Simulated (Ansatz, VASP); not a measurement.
One calculation of Os, two programs

File INCAR:

```
PREC     = Accurate       # precision mode
ENCUT    = 520            # plane-wave cutoff, eV
EDIFF    = 1E-6           # SCF threshold, eV
ISMEAR   = -1             # smearing method
SIGMA    = 0.03           # smearing width, eV
LREAL    = F              # projectors in reciprocal space
LASPH    = T              # aspherical terms in the spheres
NELM     = 80             # most SCF steps
ALGO     = Normal         # electronic algorithm
ISIF     = 2              # what is computed and relaxed
LWAVE    = F              # write WAVECAR
LCHARG   = F              # write CHGCAR
GGA      = PS             # functional
NBANDS   = 10             # bands
```

File KPOINTS:

```
regular mesh
0
Gamma
  14 14 14
```

The input POSCAR:

```
Os
1.0
    0.0000000000      1.9705950404      1.9705950404
    1.9705950404      0.0000000000      1.9705950404
    1.9705950404      1.9705950404      0.0000000000
Os
1
Direct
    0.0000000000      0.0000000000      0.0000000000
```

Input for Ansatz:

```yaml
crystal:
  lattice:
    - [0.0, 1.9705950404, 1.9705950404]
    - [1.9705950404, 0.0, 1.9705950404]
    - [1.9705950404, 1.9705950404, 0.0]
  atoms:
    - { symbol: Os, position: [0.0, 0.0, 0.0] }
kpoints:
  mp_grid: { grid: [14, 14, 14] }
scf:
  occupations: { method: fermi_dirac, width: 0.03 }
hamiltonian:
  xc: pbesol
  pseudopotentials: { kind: all_electron, lapw: { basis_error: 0.00025 } }
output:
  forces: true
  stress: true
  eigenvalues: true
```

Change from the starting cell: functional pbesol, volume scaled by 1.04.

Alike in both runs: task single point; functional PBEsol; k mesh 14 × 14 × 14; occupations fermi-dirac, width 0.03 eV; no spin polarisation.

|  | VASP | Ansatz |
| --- | --- | --- |
| version | VASP 6.6.1 | Ansatz 0.2.0 |
| potentials or method | VASP PAW PBE potentials, release 64 (Os) | all-electron LAPW, scalar-relativistic |
| plane-wave cutoff (eV) | 520 | see its input |

Ansatz gave:

| Quantity | Value |
| --- | --- |
| pressure (GPa) | -31.5 |

Q: What did VASP give for the same quantities?

A: Pressure (GPa): -31.8.

Ansatz ran all-electron here, so the differences hold the error of VASP's frozen core and of both bases.

Caveats: the cell as given lies far from equilibrium; so large a pressure means that the cell lies far from this level's equilibrium, or that cutoff or potentials fall short (VASP); the potentials were made for another functional, which shifts forces and pressure (VASP). The runs have no spin-orbit coupling, so splittings on Os are missing.
